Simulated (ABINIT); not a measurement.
# As (R-3m) in ABINIT: equation of state

How stiff is As in PBEsol, and what volume does it want? The cell is scaled to several volumes.

Program: ABINIT 10.8.3 (patched build). These are calculated values, not measurements. Logs are shortened: lines on timing, memory, paths and dates and some standing lists are left out, and cuts for length are marked. The log counts tension as positive stress, the text compression.

### 1 Starting point

Symmetry: R-3m, No. 166, trigonal system. The conventional cell has a = 3.762 Å, b = 3.762 Å, c = 10.542 Å, α = 90.00°, β = 90.00°, γ = 120.00°. As (site symmetry 3m) is surrounded by 3 As at 2.51 Å.

### 2 Equation of state, PBEsol

Contents of run.abi:

```
# Datasets: one volume each
ndtset 7
scalecart1 3*0.9795861087
scalecart2 3*0.9864848297
scalecart3 3*0.9932883884
scalecart4 3*1.0000000000
scalecart5 3*1.0066227096
scalecart6 3*1.0131594038
scalecart7 3*1.0196128224

# Pseudopotentials
pp_dirpath "./"
pseudos "As.upf"

# Structure
acell 4.131 4.131 4.131 Angstrom
rprim
     0.4552885255     0.2628609527     0.8506564983
    -0.4552885255     0.2628609527     0.8506564983
     0.0000000000    -0.5257219055     0.8506564983
ntypat 1
znucl 33
natom 2
typat 1 1
xred
     0.2260000000     0.2260000000     0.2260000000
     0.7740000000     0.7740000000     0.7740000000

# Plane-wave basis
ecut 42.0

# k points
kptopt 1
ngkpt 9 9 9
nshiftk 1
shiftk 0.0 0.0 0.0

# Exchange and correlation
ixc -116133

# Bands and occupations
nband 19
occopt 3
tsmear 0.05 eV

# SCF cycle
nstep 100
tolvrs 1.0e-10

# Output
iomode 3
prtwf 0
prtden 0
prteig 0
prtebands 0
```

Potentials or basis: PseudoDojo NC SR PBEsol v0.4.1 standard.

The run is started by

```sh
$ mpirun --bind-to none -np 4 abinit run.abi > log 2>&1
```

run.abo:

```text
.Version 10.8.3 of ABINIT
 DATASET    1 : space group R-3 m (#166); Bravais hR (rhombohedral)
================================================================================
 Values of the parameters that define the memory need for DATASET  1.
     intxc =       0    ionmov =       0      iscf =       7    lmnmax =       6
     lnmax =       6     mgfft =      48  mpssoang =       3    mqgrid =    3001
     natom =       2  nloc_mem =       1    nspden =       1   nspinor =       1
    nsppol =       1      nsym =      12    n1xccc =    2501    ntypat =       1
    occopt =       3   xclevel =       2
       mpw =        3586          nfft =      110592          nkpt =          85
================================================================================
================================================================================
[... 61 lines left out ...]
 DATASET    7 : space group R-3 m (#166); Bravais hR (rhombohedral)
================================================================================
 Values of the parameters that define the memory need for DATASET  7.
     intxc =       0    ionmov =       0      iscf =       7    lmnmax =       6
     lnmax =       6     mgfft =      48  mpssoang =       3    mqgrid =    3001
     natom =       2  nloc_mem =       1    nspden =       1   nspinor =       1
    nsppol =       1      nsym =      12    n1xccc =    2501    ntypat =       1
    occopt =       3   xclevel =       2
       mpw =        4033          nfft =      110592          nkpt =          85
================================================================================
================================================================================

--------------------------------------------------------------------------------
------------- Echo of variables that govern the present computation ------------
--------------------------------------------------------------------------------
 -outvars: echo values of preprocessed input variables --------
            acell      7.8064586261E+00  7.8064586261E+00  7.8064586261E+00 Bohr
              amu      7.49215900E+01
             ecut      4.20000000E+01 Hartree
                       outvar_i_n : Printing only first  50 k-points.
              ixc     -116133
           jdtset        1    2    3    4    5    6    7
                       outvar_i_n : Printing only first  50 k-points.
         kptrlatt        9    0    0      0    9    0      0    0    9
          kptrlen1     6.26694510E+01
          kptrlen2     6.31107997E+01
          kptrlen3     6.35460604E+01
          kptrlen4     6.39754387E+01
          kptrlen5     6.43991294E+01
          kptrlen6     6.48173173E+01
          kptrlen7     6.52301776E+01
            natom           2
            nband          19
           ndtset           7
            ngfft          48      48      48
             nkpt          85
            nstep         100
             nsym          12
           ntypat           1
                       prtocc : prtvol=0, do not print more k-points.
           occopt           3
           prtden           0
        prtebands           0
           prteig           0
            prtwf           0
            rprim1     4.4599431503E-01  2.5749493778E-01  8.3329128901E-01
                      -4.4599431503E-01  2.5749493778E-01  8.3329128901E-01
                       0.0000000000E+00 -5.1498987567E-01  8.3329128901E-01
            rprim2     4.4913522354E-01  2.5930834216E-01  8.3915973086E-01
                      -4.4913522354E-01  2.5930834216E-01  8.3915973086E-01
                       0.0000000000E+00 -5.1861668442E-01  8.3915973086E-01
            rprim3     4.5223280575E-01  2.6109673208E-01  8.4494722228E-01
                      -4.5223280575E-01  2.6109673208E-01  8.4494722228E-01
                       0.0000000000E+00 -5.2219346426E-01  8.4494722228E-01
            rprim4     4.5528852550E-01  2.6286095270E-01  8.5065649830E-01
                      -4.5528852550E-01  2.6286095270E-01  8.5065649830E-01
                       0.0000000000E+00 -5.2572190550E-01  8.5065649830E-01
            rprim5     4.5830376919E-01  2.6460180445E-01  8.5629014926E-01
                      -4.5830376919E-01  2.6460180445E-01  8.5629014926E-01
                       0.0000000000E+00 -5.2920360901E-01  8.5629014926E-01
            rprim6     4.6127985105E-01  2.6632004612E-01  8.6185063066E-01
                      -4.6127985105E-01  2.6632004612E-01  8.6185063066E-01
                       0.0000000000E+00 -5.3264009234E-01  8.6185063066E-01
            rprim7     4.6421801849E-01  2.6801639788E-01  8.6734027312E-01
                      -4.6421801849E-01  2.6801639788E-01  8.6734027312E-01
                       0.0000000000E+00 -5.3603279586E-01  8.6734027312E-01
          spgroup         166
           tolvrs      1.00000000E-10
           tsmear      1.83746611E-03 Hartree
            typat      1  1
                       outvars : Printing only first  50 k-points.
           xangst1     5.7537214988E-18 -9.1454758951E-11  2.3338972415E+00
                       7.5837340811E-17 -3.1321256093E-10  7.9930817032E+00
           xangst2    -5.4119869590E-17 -9.2098743411E-11  2.3503336791E+00
                       1.1287034192E-16 -3.1541809158E-10  8.0493728655E+00
           xangst3     1.2499722754E-17 -9.2733904323E-11  2.3665433892E+00
                       6.6945455655E-17 -3.1759343127E-10  8.1048875365E+00
           xangst4    -1.7531415844E-17 -9.3360678491E-11  2.3825340323E+00
                      -1.5027569353E-17 -3.1974003639E-10  8.1596519512E+00
           xangst5    -3.4431263094E-17 -9.3978893049E-11  2.3983128633E+00
                      -2.7816316148E-18 -3.2185702038E-10  8.2136909565E+00
           xangst6    -8.8972889160E-19 -9.4589226341E-11  2.4138867597E+00
                       1.1252975686E-16 -3.2394721367E-10  8.2670281061E+00
           xangst7    -3.3125818346E-17 -9.5191786595E-11  2.4292622491E+00
                      -5.8768842670E-17 -3.2601088323E-10  8.3196857557E+00
            xcart1     1.0872957837E-17 -1.7282444733E-10  4.4104265925E+00
                       1.4331180425E-16 -5.9188595934E-10  1.5104735321E+01
            xcart2    -1.0227173149E-16 -1.7404140159E-10  4.4414869579E+00
                       2.1329403396E-16 -5.9605380824E-10  1.5211110201E+01
            xcart3     2.3621052655E-17 -1.7524168176E-10  4.4721188707E+00
                       1.2650857656E-16 -6.0016460448E-10  1.5316017725E+01
            xcart4    -3.3129574545E-17 -1.7642611328E-10  4.5023368066E+00
                      -2.8397990416E-17 -6.0422110026E-10  1.5419507470E+01
            xcart5    -6.5065657416E-17 -1.7759436948E-10  4.5321544758E+00
                      -5.2565219352E-18 -6.0822162022E-10  1.5521626391E+01
            xcart6    -1.6813439314E-18 -1.7874773225E-10  4.5615848747E+00
                       2.1265042148E-16 -6.1217151308E-10  1.5622418996E+01
            xcart7    -6.2598724371E-17 -1.7988640610E-10  4.5906403388E+00
                      -1.1105701738E-16 -6.1607128337E-10  1.5721927532E+01
             xred      2.2600000000E-01  2.2600000000E-01  2.2600000000E-01
                       7.7400000000E-01  7.7400000000E-01  7.7400000000E-01
            znucl       33.00000

================================================================================

 chkinp: Checking input parameters for consistency, jdtset=   1.

 chkinp: Checking input parameters for consistency, jdtset=   2.
[... 29 lines left out ...]
 getcut: wavevector=  0.0000  0.0000  0.0000  ngfft=  48  48  48
         ecut(hartree)=     42.000   => boxcut(ratio)=   2.15158

--- Pseudopotential description ------------------------------------------------
- pspini: atom type   1  psp file is ./As.upf
12 -116133 2 -1 1342                          pspcod,pspxc,lmax,lloc,mmax
     nproj     2     2     2

   1.72749321E+03                                ecore*ucvol(ha*bohr**3)
--------------------------------------------------------------------------------

================================================================================

--- !BeginCycle
iteration_state: {dtset: 1, }
solver: {iscf: 7, nstep: 100, nline: 4, wfoptalg: 0, }
tolerances: {tolvrs: 1.00E-10, }
...
[... 1002 lines left out ...]
-Cartesian components of stress tensor (GPa)         [Pressure= -3.6983E+00 GPa]
- sigma(1 1)=  3.92114565E+00  sigma(3 2)=  2.11443771E-08
- sigma(2 2)=  3.92114574E+00  sigma(3 1)=  0.00000000E+00
- sigma(3 3)=  3.25269485E+00  sigma(2 1)=  0.00000000E+00

== END DATASET(S) ==============================================================
================================================================================

 -outvars: echo values of variables after computation  --------
            acell      7.8064586261E+00  7.8064586261E+00  7.8064586261E+00 Bohr
           etotal1    -2.1186361462E+02
           etotal2    -2.1186456431E+02
           etotal3    -2.1186513457E+02
           etotal4    -2.1186536231E+02
           etotal5    -2.1186528108E+02
           etotal6    -2.1186492108E+02
           etotal7    -2.1186430951E+02
            fcart1    -2.5975789862E-18  1.7744950176E-18  1.6111480495E-02
                       2.5975789862E-18 -1.7744950176E-18 -1.6111480495E-02
            fcart2     1.6974899046E-18 -4.9478573947E-19  1.2973951089E-02
                      -1.6974899046E-18  4.9478573947E-19 -1.2973951089E-02
            fcart3     2.6226359945E-19 -4.3589700840E-19  1.0045828679E-02
                      -2.6226359945E-19  4.3589700840E-19 -1.0045828679E-02
            fcart4    -1.2518335244E-18  5.4573138383E-19  7.3042364219E-03
                       1.2518335244E-18 -5.4573138383E-19 -7.3042364219E-03
            fcart5    -3.6179879385E-19  2.3530432775E-19  4.7313875981E-03
                       3.6179879385E-19 -2.3530432775E-19 -4.7313875981E-03
[... 38 lines left out ...]
                       7.1868276958E-13  0.0000000000E+00  0.0000000000E+00
           xangst1     5.7537214988E-18 -9.1454758951E-11  2.3338972415E+00
                       7.5837340811E-17 -3.1321256093E-10  7.9930817032E+00
           xangst2    -5.4119869590E-17 -9.2098743411E-11  2.3503336791E+00
                       1.1287034192E-16 -3.1541809158E-10  8.0493728655E+00
           xangst3     1.2499722754E-17 -9.2733904323E-11  2.3665433892E+00
                       6.6945455655E-17 -3.1759343127E-10  8.1048875365E+00
           xangst4    -1.7531415844E-17 -9.3360678491E-11  2.3825340323E+00
                      -1.5027569353E-17 -3.1974003639E-10  8.1596519512E+00
           xangst5    -3.4431263094E-17 -9.3978893049E-11  2.3983128633E+00
                      -2.7816316148E-18 -3.2185702038E-10  8.2136909565E+00
           xangst6    -8.8972889160E-19 -9.4589226341E-11  2.4138867597E+00
                       1.1252975686E-16 -3.2394721367E-10  8.2670281061E+00
           xangst7    -3.3125818346E-17 -9.5191786595E-11  2.4292622491E+00
                      -5.8768842670E-17 -3.2601088323E-10  8.3196857557E+00
             xred      2.2600000000E-01  2.2600000000E-01  2.2600000000E-01
                       7.7400000000E-01  7.7400000000E-01  7.7400000000E-01
 Calculation completed.
```

Run time: 16 min. Hardware: 4 MPI ranks of Intel Xeon at 2.50GHz (Skylake/Cascade Lake), shared host; peak memory 0.56 GiB.

Results:

```
Equilibrium volume                        : 21.63 Å³/atom
Bulk modulus at fixed shape and positions : 77 GPa
Pressure derivative of the bulk modulus   : 4.2
```

Energy against volume, from the lowest point:
| volume (Å³/atom) | energy (meV/atom) |
| --- | --- |
| 20.239 | 23.78 |
| 20.669 | 10.86 |
| 21.100 | 3.10 |
| 21.530 | 0.00 |
| 21.961 | 1.11 |
| 22.392 | 6.00 |
| 22.822 | 14.32 |

Caveat: pressures at fixed basis lie under the slope of the energies; the cell was scaled at fixed shape and fractional positions, which overstates the stiffness of a crystal with free parameters, most of all of layers and chains.
